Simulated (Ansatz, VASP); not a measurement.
## Si3C: VASP beside Ansatz

```
C Si
1.0
     1.69861    0.98069    5.87092
    -1.69861    0.98069    5.87092
     0.00000   -1.96139    5.87092
C Si
1 3
Direct
  0.99897 0.99897 0.99897
  0.49662 0.49662 0.49662
  0.36388 0.36388 0.36388
  0.89053 0.89053 0.89053
```

The cell was built by a generator and needn't be a form met in nature.

Alike in both runs: task single point; functional PBE; k mesh 6 × 6 × 6; occupations fermi-dirac, width 0.02 eV; no spin polarisation.

|  | VASP | Ansatz |
| --- | --- | --- |
| version | VASP 6.6.1 | Ansatz 0.2.0 |
| potentials or method | VASP PAW PBE potentials, release 64 (C, Si) | plane waves, PAW |
| plane-wave cutoff (eV) | 520 | 420 |
| valence electrons in the cell | 16 | 16 |

```tsv
	VASP	Ansatz	Ansatz less VASP
pressure (GPa)	1.9	1.9	+0.06
largest component of the traceless stress (GPa)	0.06	0.00	-0.062
rms of the force components (eV/Å)	0.052	0.058	+0.0057
```

Atom by atom the forces differ by 0.006 eV/Å (rms over components).

Caveats: the k mesh is coarse (spacing up to 0.36 Å⁻¹), so the values aren't converged.
